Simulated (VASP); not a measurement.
# C (Fmmm) in VASP: a series of runs

Aim: see how the results for C move with the level of theory and the settings. Levels: SCAN, SCAN+rVV10. Tasks: single point.

Program: VASP 6.6.1. These are calculated values, not measurements. Logs are shortened: lines on timing, memory, paths and dates and some standing lists are left out, and cuts for length are marked.

## (1) Starting point

It takes space group Fmmm (No. 69, orthorhombic). The conventional cell has a = 2.461 Å, b = 4.263 Å, c = 6.708 Å, α = 90.00°, β = 90.00°, γ = 90.00°. C (site symmetry m2m) has 3 C at 1.42 Å as nearest neighbours.

The cell was built by a generator and needn't be a form met in nature.

## (2) Single point, SCAN

INCAR

```
ALGO = Normal
EDIFF = 1E-6
ENCUT = 520
ISIF = 2
ISMEAR = -1
LASPH = True
LCHARG = True
LELF = True
LMIXTAU = True
LREAL = False
LVHAR = True
LWAVE = False
METAGGA = SCAN
NBANDS = 16
NELM = 80
PREC = Accurate
SIGMA = 0.05
```

KPOINTS

```
k-points
0
Gamma
  16 16 4
```

POSCAR

```
C
1.0
    2.4610000000      0.0000000000      0.0000000000
   -1.2305000000      2.1312885187      0.0000000000
    0.0000000000      0.0000000000      6.7080000000
C
4
Direct
    0.0000000000      0.0000000000      0.2500000000
    0.3333333333      0.6666666667      0.2500000000
    0.5000000000      0.0000000000      0.7500000000
    0.8333333333      0.6666666667      0.7500000000
```

Potentials or basis: VASP PAW PBE potentials, release 64 (C).

Command:

```
$ cat potpaw_PBE.64/C/POTCAR > POTCAR
$ mpirun -np 1 vasp_std > vasp.out
```

OUTCAR:

```text
EDIFF = 1E-6
   ENCUT = 520
   ISIF = 2
   ISMEAR = -1
   LASPH = True
   LREAL = False
   METAGGA = SCAN
   NELM = 80
   PREC = Accurate

 ion  position               nearest neighbor table
   1  0.000  0.000  0.250-   2 1.42   2 1.42   2 1.42
   2  0.333  0.667  0.250-   1 1.42   1 1.42   1 1.42
   3  0.500  0.000  0.750-   4 1.42   4 1.42   4 1.42
   4  0.833  0.667  0.750-   3 1.42   3 1.42   3 1.42

  LATTYP: Found a hexagonal cell.
 ALAT       =     2.4610000000
 C/A-ratio  =     2.7257212515

  Lattice vectors:

 A1 = (   2.4610000000,   0.0000000000,   0.0000000000)
 A2 = (  -1.2305000000,   2.1312885187,   0.0000000000)
 A3 = (   0.0000000000,   0.0000000000,   6.7080000000)

Analysis of symmetry for initial positions (statically):
=====================================================================
 Subroutine PRICEL returns following result:

  LATTYP: Found a face centered orthorhombic cell.
 ALAT       =     2.4610000000
 B/A-ratio  =     1.7320508076
 C/A-ratio  =     2.7257212515

  Lattice vectors:

 A1 = (   0.0000000000,   2.1312885187,  -3.3540000000)
 A2 = (  -1.2305000000,   0.0000000000,  -3.3540000000)
 A3 = (  -1.2305000000,   2.1312885187,   0.0000000000)

   2 primitive cells build up your supercell.

 Routine SETGRP: Setting up the symmetry group for a
 hexagonal supercell.

 Subroutine GETGRP returns: Found  8 space group operations
 (whereof  2 operations were pure point group operations)
 out of a pool of 24 trial point group operations.

The static configuration has the point symmetry C_1h.
 The point group associated with its full space group is D_2h.

Analysis of symmetry for dynamics (positions and initial velocities):
=====================================================================
 Subroutine PRICEL returns following result:

  LATTYP: Found a face centered orthorhombic cell.
 ALAT       =     2.4610000000
 B/A-ratio  =     1.7320508076
 C/A-ratio  =     2.7257212515

  Lattice vectors:

 A1 = (   0.0000000000,   2.1312885187,  -3.3540000000)
 A2 = (  -1.2305000000,   0.0000000000,  -3.3540000000)
 A3 = (  -1.2305000000,   2.1312885187,   0.0000000000)

   2 primitive cells build up your supercell.

 Routine SETGRP: Setting up the symmetry group for a
 hexagonal supercell.

 Subroutine GETGRP returns: Found  8 space group operations
 (whereof  2 operations were pure point group operations)
 out of a pool of 24 trial point group operations.

The dynamic configuration has the point symmetry C_1h.
 The point group associated with its full space group is D_2h.

 Subroutine INISYM returns: Found  8 space group operations
 (whereof  2 operations are pure point group operations),
 and found     2 'primitive' translations

----------------------------------------------------------------------------------------

                                     Primitive cell

  volume of cell :      17.5921

  direct lattice vectors                    reciprocal lattice vectors
     0.000000000  2.131288519 -3.354000000     0.406338887  0.234599866 -0.149075730
    -1.230500000  0.000000000 -3.354000000    -0.406338887 -0.234599866 -0.149075730
    -1.230500000  2.131288519  0.000000000    -0.406338887  0.234599866  0.149075730

  length of vectors
     3.973878049  3.572596570  2.461000000     0.492312869  0.492312869  0.492312869

  position of ions in fractional coordinates (direct lattice)
     0.750000000  0.750000000  0.250000000
     0.083333333  0.416666667  0.583333333

  ion indices of the primitive-cell ions
   primitive index   ion index
                 1           1
                 2           2

----------------------------------------------------------------------------------------

 KPOINTS: k-points

Automatic generation of k-mesh.
 Grid dimensions read from file:
 generate k-points for:   16   16    4

 Generating k-lattice:

  Cartesian coordinates                     Fractional coordinates (reciprocal lattice)
     0.025396180  0.014662492  0.000000000     0.062500000  0.000000000  0.000000000
     0.000000000  0.029324983  0.000000000     0.000000000  0.062500000  0.000000000
     0.000000000  0.000000000  0.037268933     0.000000000  0.000000000  0.250000000

  Length of vectors
     0.029324983  0.029324983  0.037268933

  Shift w.r.t. Gamma in fractional coordinates (k-lattice)
     0.000000000  0.000000000  0.000000000

 Subroutine IBZKPT returns following result:
 ===========================================

 Found    219 irreducible k-points:

 Following reciprocal coordinates:
            Coordinates               Weight
  0.000000  0.000000  0.000000      1.000000
  0.062500  0.000000  0.000000      4.000000
  0.000000  0.062500  0.000000      2.000000
  0.125000  0.000000  0.000000      4.000000
  0.000000  0.125000  0.000000      2.000000
  0.187500 -0.000000  0.000000      4.000000
[... 16 lines left out ...]
  0.187500  0.062500  0.000000      4.000000
 -0.062500  0.250000  0.000000      4.000000
 [... further k-points ...]
   k-points           NKPTS =    219   k-points in BZ     NKDIM =    219   number of bands    NBANDS=     16
   number of dos      NEDOS =    301   number of ions     NIONS =      4
   total plane-waves  NPLWV =  16200
   dimension x,y,z NGX =    18 NGY =   18 NGZ =   50
   dimension x,y,z NGXF=    36 NGYF=   36 NGZF=  100
   ions per type =               4
   NGX,Y,Z   is equivalent  to a cutoff of  12.16, 12.16, 12.39 a.u.
   NGXF,Y,Z  is equivalent  to a cutoff of  24.32, 24.32, 24.78 a.u.
 SYSTEM =  unknown system
   PREC   = accura    normal or accurate (medium, high low for compatibility)
   ISTART =      0    job   : 0-new  1-cont  2-samecut
   ICHARG =      2    charge: 1-file 2-atom 10-const
   ISPIN  =      1    spin polarized calculation?
   LNONCOLLINEAR =      F non collinear calculations
   LSORBIT =      F    spin-orbit coupling
   LASPH  =      T    aspherical Exc in radial PAW
   ENCUT  =  520.0 eV  38.22 Ry    6.18 a.u.   4.58  4.58 12.47*2*pi/ulx,y,z
   NELM   =     80;   NELMIN=  2; NELMDL= -5     # of ELM steps
   EDIFF  = 0.1E-05   stopping-criterion for ELM
   LREAL  =      F    real-space projection
   EDIFFG = 0.1E-04   stopping-criterion for IOM
   NSW    =      0    number of steps for IOM
   IBRION =     -1    ionic relax: 0-MD 1-quasi-New 2-CG
   NFREE  =      0    steps in history (QN), initial steepest desc. (CG)
   ISIF   =      2    stress and relaxation
   ISYM   =      2    0-nonsym 1-usesym 2-fastsym
   POTIM  = 0.5000    time-step for ionic-motion
   TEBEG  =    0.0;   TEEND  =   0.0 temperature during run
   PSTRESS=    0.0 pullay stress
   NELECT =      16.0000    total number of electrons
   NUPDOWN=      -1.0000    fix difference up-down
   EMIN   =  10.00;   EMAX   =-10.00  energy-range for DOS
   EFERMI =   0.00;   METHOD = LEGACY
   ISMEAR =    -1;   SIGMA  =   0.05  broadening in eV -4-tet -1-fermi 0-gaus
   EFERMI_NEDOS =   21; number of points for ismear=-14 and -15
   IALGO  =     38    algorithm
   IMIX   =      4    mixing-type and parameters
     AMIX     =   0.40;   BMIX     =  1.00
     AMIX_MAG =   1.60;   BMIX_MAG =  1.00
  volume/ion in A,a.u.               =       8.80        59.36
  Fermi-wavevector in a.u.,A,eV,Ry     =   1.258923  2.379020 21.563700  1.584887
  Thomas-Fermi vector in A             =   2.392508
   LORBIT       =      0    0 simple, 1 ext, 2 COOP (PROOUT), +10 PAW based schemes
   METAGGA = SCAN    functional components
   LHFCALC =     F    Hartree Fock is set to
   AEXX    =    0.0000 exact exchange contribution
   IVDW    =     0    specifies the selected vdW correction
   LEPSILON=     F    determine dielectric tensor
   LRPA    =     F    only Hartree local field effects (RPA)
 non-spin polarized calculation
  energy-cutoff  :      520.00
  volume of cell :       35.18
 maximum number of plane-waves:       979
   NGX =  9   NGY =  9   NGZ = 25

 number of electron      15.9999994 magnetization

 Free energy of the ion-electron system (eV)
  ---------------------------------------------------
  ext. energy  EPLUGINS =         0.00000000
  ---------------------------------------------------
  free energy    TOTEN  =       -40.36570944 eV

  energy without entropy =      -40.36543894  energy(sigma->0) =      -40.36557419

 E-fermi :   4.6214     XC(G=0): -11.1087

 val. band max:        4.4809716329   @ k =   0.3125   0.3125   0.0000
 cond. band min:       4.6980195087   @ k =   0.3750   0.3125   0.0000
 fundamental gap:      0.2170478758
 Fermi energy:         4.6214184152

 k-point     1 :       0.0000    0.0000    0.0000
  band No.  band energies     occupation
      1     -16.1597      2.00000
      2     -15.8595      2.00000
      3      -4.3066      2.00000
      4      -2.2603      2.00000
      5       1.3207      2.00000
      6       1.3335      2.00000
[... 8 lines left out ...]
     15      17.0786      0.00000
     16      17.2386      0.00000

 k-point     2 :       0.0625    0.0000    0.0000
  band No.  band energies     occupation
      1     -16.0616      2.00000
      2     -15.7631      2.00000
      3      -4.1876      2.00000
      4      -2.1483      2.00000
      5       0.9318      2.00000
      6       0.9653      2.00000
[... 8 lines left out ...]
     15      16.6885      0.00000
     16      16.9010      0.00000

 k-point     3 :       0.0000    0.0625    0.0000
  band No.  band energies     occupation
      1     -16.0616      2.00000
      2     -15.7631      2.00000
      3      -4.1878      2.00000
      4      -2.1479      2.00000
      5       0.9384      2.00000
      6       0.9598      2.00000
[... 8 lines left out ...]
     15      16.7415      0.00000
     16      16.8480      0.00000
[... 362 lines left out ...]
 k-point    23 :       0.1875    0.0625    0.0000
  band No.  band energies     occupation
      1     -14.8939      2.00000
      2     -14.6148      2.00000
      3      -2.7787      2.00000
      4      -2.4805      2.00000
      5      -2.4029      2.00000
      6      -0.8318      2.00000
[... 8 lines left out ...]
     15      17.2707      0.00000
     16      17.4718      0.00000

 k-point    24 :      -0.0625    0.2500    0.0000
  band No.  band energies     occupation
      1     -14.8942      2.00000
      2     -14.6145      2.00000
      3      -2.7824      2.00000
      4      -2.4792      2.00000
      5      -2.4042      2.00000
      6      -0.8256      2.00000
[... 8 lines left out ...]
     15      17.3584      0.00000
     16      17.3907      0.00000

 [... further k-points ...]

------------------------ aborting loop because EDIFF is reached ----------------------------------------

  FORCE on cell =-STRESS in cart. coord.  units (eV):
  Direction    XX          YY          ZZ          XY          YZ          ZX
  --------------------------------------------------------------------------------------
  -------------------------------------------------------------------------------------
  Total       -0.8455999     -1.0248145      0.3334654     -0.0000000      0.0000000      0.0000000
  in kB      -38.5060152    -46.6668989     15.1849862     -0.0000000      0.0000000      0.0000000
  external PRESSURE =     -23.3293093 kB  Pullay stress =       0.0000000 kB

 VOLUME and BASIS-vectors are now :
 -----------------------------------------------------------------------------
  energy-cutoff  :      520.00
  volume of cell :       35.18
      direct lattice vectors                 reciprocal lattice vectors
     2.461000000  0.000000000  0.000000000     0.406338887  0.234599866  0.000000000
    -1.230500000  2.131288519  0.000000000     0.000000000  0.469199731  0.000000000
     0.000000000  0.000000000  6.708000000     0.000000000  0.000000000  0.149075730

 POSITION                                       TOTAL-FORCE (eV/Angst)
 -----------------------------------------------------------------------------------
      0.00000      0.00000      1.67700        -0.000000      0.017392      0.000000
     -0.00000      1.42086      1.67700         0.000000     -0.017392     -0.000000
      1.23050      0.00000      5.03100        -0.000000      0.017392     -0.000000
      1.23050      1.42086      5.03100         0.000000     -0.017392     -0.000000
 -----------------------------------------------------------------------------------
    total drift:                                0.000000     -0.000000     -0.000000

  FREE ENERGIE OF THE ION-ELECTRON SYSTEM (eV)
  ---------------------------------------------------
  free  energy   TOTEN  =       -40.3657094408 eV

  energy  without entropy=      -40.3654389416  energy(sigma->0) =      -40.36557419
```

Run time: 6.4 min. Hardware: 1 thread of Intel Xeon Platinum 8488C (Sapphire Rapids), shared host; peak memory 0.21 GiB.

Results:

```
Free energy            : -40.3657 eV
Pressure               : -2.3 GPa
Largest force          : 0.017 eV/Å
Band gap on the k mesh : 0.22 eV
```

Forces on the atoms (eV/Å):
```
C    0.000  0.017  0.000
C    0.000 -0.017  0.000
C    0.000  0.017  0.000
C    0.000 -0.017  0.000
```

Stress tensor (GPa, compression positive):
```
-3.85  0.00  0.00
 0.00 -4.67  0.00
 0.00  0.00  1.52
```

Levels at points of the mesh, in eV from the valence-band top:
```csv
k point,band 5,band 6,band 7,band 8,band 9,band 10,band 11,band 12
"(0.00, 0.00, 0.00)",-3.16,-3.15,-3.13,-3.12,4.48,9.06,9.09,9.13
"(0.50, 0.00, 0.00)",-6.63,-6.63,-2.40,-2.40,2.21,2.21,8.01,8.01
"(0.00, 0.50, 0.00)",-6.66,-6.60,-3.00,-1.48,1.19,2.87,7.80,8.22
"(0.00, 0.00, 0.50)",-3.14,-3.14,-3.14,-3.14,7.25,7.25,9.11,9.11
"(0.50, 0.00, 0.50)",-6.63,-6.63,-2.30,-2.30,1.95,1.95,8.00,8.00
"(0.00, 0.50, 0.50)",-6.63,-6.63,-2.29,-2.29,1.95,1.95,8.01,8.01
```

Caveat: the PAW data sets were made with another functional, which shifts forces and pressure a little. A k mesh can miss the band edges.

## (3) Single point, SCAN+rVV10

INCAR, as its differences from that of step 2:

```diff
@@ -1,2 +1,4 @@
 ALGO = Normal
+BPARAM = 15.7
+CPARAM = 0.0093
 EDIFF = 1E-6
@@ -5,2 +7,3 @@
 ISMEAR = -1
+IVDW_NL = 2
 LASPH = True
@@ -10,2 +13,3 @@
 LREAL = False
+LUSE_VDW = True
 LVHAR = True
```

KPOINTS is that of step 2.

POSCAR is that of step 2.

Potentials or basis: VASP PAW PBE potentials, release 64 (C).

Command:

```
$ cat potpaw_PBE.64/C/POTCAR > POTCAR
$ mpirun -np 1 vasp_std > vasp.out
```

Wall time 7 min (1 thread of Intel Xeon Platinum 8488C (Sapphire Rapids), shared host); peak memory 0.28 GiB.

Results (log left out):

| Quantity | Value |
| --- | --- |
| Free energy | -40.1552 eV |
| Pressure | -2.8 GPa |
| Largest force | 0.018 eV/Å |
| Band gap on the k mesh | 0.21 eV |

Forces in eV/Å, atoms in the order of the input:
```
C    0.000  0.018  0.000
C    0.000 -0.018  0.000
C    0.000  0.018  0.000
C    0.000 -0.018  0.000
```

Stress tensor (GPa, compression positive):
```
-3.88  0.00  0.00
 0.00 -4.71  0.00
 0.00  0.00  0.31
```

Levels at points of the mesh, in eV from the valence-band top:
```tsv
k point	band 5	band 6	band 7	band 8	band 9	band 10	band 11	band 12
(0.00, 0.00, 0.00)	-3.16	-3.15	-3.13	-3.12	4.39	9.06	9.09	9.13
(0.50, 0.00, 0.00)	-6.63	-6.63	-2.40	-2.40	2.20	2.20	8.00	8.00
(0.00, 0.50, 0.00)	-6.66	-6.60	-3.01	-1.47	1.17	2.87	7.79	8.22
(0.00, 0.00, 0.50)	-3.14	-3.14	-3.14	-3.14	7.17	7.17	9.11	9.11
(0.50, 0.00, 0.50)	-6.63	-6.63	-2.30	-2.30	1.94	1.94	8.00	8.00
(0.00, 0.50, 0.50)	-6.63	-6.63	-2.30	-2.30	1.94	1.94	8.00	8.00
```

Caveat: the PAW data sets were made with another functional, which shifts forces and pressure a little. SCAN opens gaps a little over a GGA but as a rule still falls short of measured ones.
